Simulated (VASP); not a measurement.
Here is a VASP 6.6.1 calculation.

The input INCAR:

```
SYSTEM = SnS
  ALGO = Normal
  EDIFF = 1E-6
  EDIFFG = -0.01
  ENCUT = 600
  GGA = PE
  IBRION = 2
  ISIF = 3
  ISMEAR = 0
  KPAR = 2
  LASPH = .True.
  LCHARG = .False.
  LREAL = .False.
  LWAVE = .False.
  NELM = 80
  NSW = 90
  PREC = Accurate
  SIGMA = 0.03
```

File KPOINTS:

```
k-points
0
Gamma
  4 8 6
  0 0 0
```

Contents of POSCAR:

```
SnS
1.0
   11.2000000000      0.0000000000      0.0000000000
    0.0000000000      3.9870000000      0.0000000000
    0.0000000000      0.0000000000      4.3340000000
Sn S
4 4
Direct
    0.1194000000      0.2500000000      0.1198000000
    0.3806000000      0.7500000000      0.6198000000
    0.6194000000      0.2500000000      0.3802000000
    0.8806000000      0.7500000000      0.8802000000
    0.8508000000      0.2500000000      0.4793000000
    0.6492000000      0.7500000000      0.9793000000
    0.3508000000      0.2500000000      0.0207000000
    0.1492000000      0.7500000000      0.5207000000
```

Potentials or basis: VASP PAW PBE potentials, release 64 (Sn_d, S).

Launch:

```sh
$ cat potpaw_PBE.64/Sn_d/POTCAR potpaw_PBE.64/S/POTCAR > POTCAR
$ mpirun -np 2 vasp_std > vasp.out
```

Question: What does it give for the relaxed cell?

Answer: a = 11.456 Å, b = 4.028 Å, c = 4.436 Å, α = 90.00°, β = 90.00°, γ = 90.00°.

Question: Predict the relaxed volume.

Answer: 25.59 Å³/atom.

Question: Predict the band gap on the k mesh.

Answer: 1.03 eV, indirect (least direct gap 1.32 eV).

Question: Predict the space group after relaxing (to 0.05 Å).

Answer: Pnma (No. 62).

Final structure:
```
CELL_PARAMETERS angstrom
11.45574 0.00000 0.00000
0.00000 4.02782 0.00000
0.00000 0.00000 4.43649
ATOMIC_POSITIONS crystal
Sn 0.12211 0.25000 0.12361
Sn 0.37789 0.75000 0.62361
Sn 0.62211 0.25000 0.37639
Sn 0.87789 0.75000 0.87639
S 0.85003 0.25000 0.48081
S 0.64997 0.75000 0.98081
S 0.35003 0.25000 0.01919
S 0.14997 0.75000 0.51919
```

Caveat: spin-orbit coupling is left out, which moves the levels of the heavy elements. Zero-point motion and thermal expansion aren't in these numbers.
